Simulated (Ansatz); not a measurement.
C:

```
CELL_PARAMETERS angstrom
2.52210 0.00000 0.00000
-1.26105 2.18420 0.00000
0.00000 0.00000 8.23710
ATOMIC_POSITIONS crystal
C 0.66667 0.33333 0.84375
C 0.33333 0.66667 0.34375
C 0.66667 0.33333 0.65625
C 0.33333 0.66667 0.15625
C 0.00000 0.00000 0.90625
C 0.00000 0.00000 0.40625
C 0.00000 0.00000 0.59375
C 0.00000 0.00000 0.09375
```

This is a hexagonal form of diamond, not graphite.

Base run:

| Item | Value |
| --- | --- |
| Program | Ansatz 0.2.0 |
| Functional | r2SCAN |
| Potentials or basis | Ansatz PAW |
| Cutoff | 500 eV (not typed: the program's choice for these potentials) |
| k mesh | 12 × 12 × 4 |
| Occupations | fermi-dirac, width 0.05 eV |
| Spin | no spin polarisation |

Its results: band gap on the k mesh 4.64 eV, indirect (least direct gap 5.45 eV); pressure -1.9 GPa; largest force 0.359 eV/Å.

Q: The run is repeated on the same cell with these changes: functional from r2SCAN to PBE; cutoff from 500 eV (not typed: the program's choice for these potentials) to 420 eV (not typed: the program's choice for these potentials). What comes out?

A: Band gap on the k mesh 4.42 eV, indirect (least direct gap 5.19 eV); pressure 2.3 GPa; largest force 0.329 eV/Å.

r2SCAN gives the wider gap, since meta-GGAs in the generalised Kohn-Sham scheme recover part of the derivative discontinuity.

Caveats: the PAW data sets come from PBE, with cores solved anew for the run's functional, which leaves a small shift of forces and pressure (some runs).
